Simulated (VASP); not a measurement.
**BeTe in VASP 6.6.1, relaxation**

INCAR

```
LASPH = .TRUE.
ALGO = Damped
EDIFF = 1E-7
TIME = 0.1
EDIFFG = -5E-3
LREAL = .FALSE.
IBRION = 2
GGA = CA
LWAVE = .FALSE.
ENCUT = 450
NELM = 120
PREC = Accurate
NSW = 40
LCHARG = .FALSE.
NBANDS = 11
ISMEAR = -5
ISIF = 3
SIGMA = 0.2
```

KPOINTS

```
KPOINTS created by Atomic Simulation Environment
0
Gamma
8 8 8
0 0 0
```

POSCAR

```
Be Te
 1.0000000000000000
     3.3564374215858606    0.0000000000000000    0.0000000000000000
     0.0000000000000000    3.3564374215858606    0.0000000000000000
     0.0000000000000000    0.0000000000000000    3.3564374215858606
 Be  Te
   1   1
Cartesian
 -0.0000000000000000  0.0000000000000000  0.0000000000000000
  1.6782187107929301  1.6782187107929301  1.6782187107929301
```

The recommended LDA PAW datasets give the neutral cell 8 valence electrons.

Command

```
mpirun -np 1 vasp_std
```

Task: How does this run end, and what does it give?

Result: It converged. Results: relaxed cell vector lengths 3.307, 3.307, 3.307 Å; relaxed cell volume 36.15 Å³.

OSZICAR

```
N       E                     dE             d eps       ncg     rms           ort
DAV:   1     0.276350746767E+02    0.27635E+02   -0.33223E+03   385   0.590E+02
DAV:   2    -0.177728630750E+01   -0.29412E+02   -0.28338E+02   385   0.105E+02
DAV:   3    -0.583937022738E+01   -0.40621E+01   -0.38770E+01   385   0.400E+01
DAV:   4    -0.645742525975E+01   -0.61806E+00   -0.60291E+00   385   0.158E+01
DAV:   5    -0.654084361861E+01   -0.83418E-01   -0.82537E-01   385   0.546E+00
SDA:   6    -0.652363704242E+01    0.17207E-01   -0.53689E-02   385   0.537E-01   0.000E+00
DMP:   7    -0.652838902465E+01   -0.47520E-02   -0.70892E-02   385   0.411E-01   0.470E-01
DMP:   8    -0.653432491010E+01   -0.59359E-02   -0.61211E-02   385   0.258E-01   0.558E-01
DMP:   9    -0.653916618705E+01   -0.48413E-02   -0.41509E-02   385   0.138E-01   0.437E-01
DMP:  10    -0.654223111876E+01   -0.30649E-02   -0.23547E-02   385   0.661E-02   0.267E-01
...
DMP:   7    -0.656393184281E+01   -0.11941E-04   -0.52057E-06   385   0.126E-05   0.622E-05
DMP:   8    -0.656394101663E+01   -0.91738E-05   -0.23956E-06   385   0.678E-06   0.271E-05
DMP:   9    -0.656394776779E+01   -0.67512E-05   -0.11521E-06   385   0.449E-06   0.111E-05
DMP:  10    -0.656395250825E+01   -0.47405E-05   -0.65806E-07   385   0.331E-06   0.515E-06
DMP:  11    -0.656395565469E+01   -0.31464E-05   -0.44666E-07   385   0.241E-06   0.325E-06
DMP:  12    -0.656395758939E+01   -0.19347E-05   -0.32013E-07   385   0.163E-06   0.247E-06
DMP:  13    -0.656395864653E+01   -0.10571E-05   -0.22208E-07   385   0.104E-06   0.186E-06
DMP:  14    -0.656395910283E+01   -0.45630E-06   -0.14629E-07   385   0.645E-07   0.129E-06
DMP:  15    -0.656395917640E+01   -0.73565E-07   -0.93763E-08   385   0.404E-07   0.840E-07
   3 F= -.65639592E+01 E0= -.65639592E+01  d E =-.182230E-01
```

Standard output (part)

```
POSCAR found type information on POSCAR BeTe
 POSCAR found :  2 types and       2 ions
 LDA part: xc-table for (Slater(with rela. corr.)+CA(PZ))
 , standard interpolation
 POSCAR, INCAR and KPOINTS ok, starting setup
 WAVECAR not read
 entering main loop
|     ALGO=A and IALGO=5X tend to fail with the tetrahedron method (e.g.      |
|     Bloechl's method, ISMEAR=-5, is not variational). Please switch to      |
|     IMSEAR=0-n, except for DOS calculations. For DOS calculations use       |
|     IALGO=53 after pre-converging with ISMEAR>=0.                           |
|     I HOPE YOU KNOW WHAT YOU ARE DOING!                                     |
 final diagonalization occupied
 curvature:   0.00 expect dE= 0.000E+00 dE for cont linesearch  0.000E+00
 search vector abs. value=  0.285E-01
 bond charge predicted
 wavefunctions rotated
|     Tetrahedron method does not include variations of the Fermi             |
|     occupations, so forces and stress will be inaccurate. We suggest        |
|     using a different smearing scheme ISMEAR = 1 or 2 for metals in         |
|     relaxations.                                                            |
|     ALGO=A and IALGO=5X tend to fail with the tetrahedron method (e.g.      |
|     Bloechl's method, ISMEAR=-5, is not variational). Please switch to      |
|     IMSEAR=0-n, except for DOS calculations. For DOS calculations use       |
|     IALGO=53 after pre-converging with ISMEAR>=0.                           |
...
```

| ionic step | ΔE (meV/atom) | volume (Å³) | largest force (eV/Å) | pressure (GPa) | electronic steps |
| --- | --- | --- | --- | --- | --- |
| 1 | 0.0 | 37.81 | 0.000 | -2.66 | 37 |
| 2 | -9.1 | 36.12 | 0.000 | 0.09 | 29 |
| 3 | -9.1 | 36.15 | 0.000 | 0.04 | 15 |

For comparison, a separate LDA relaxation on usual settings, not on those above, ends at 36.00 Å³.
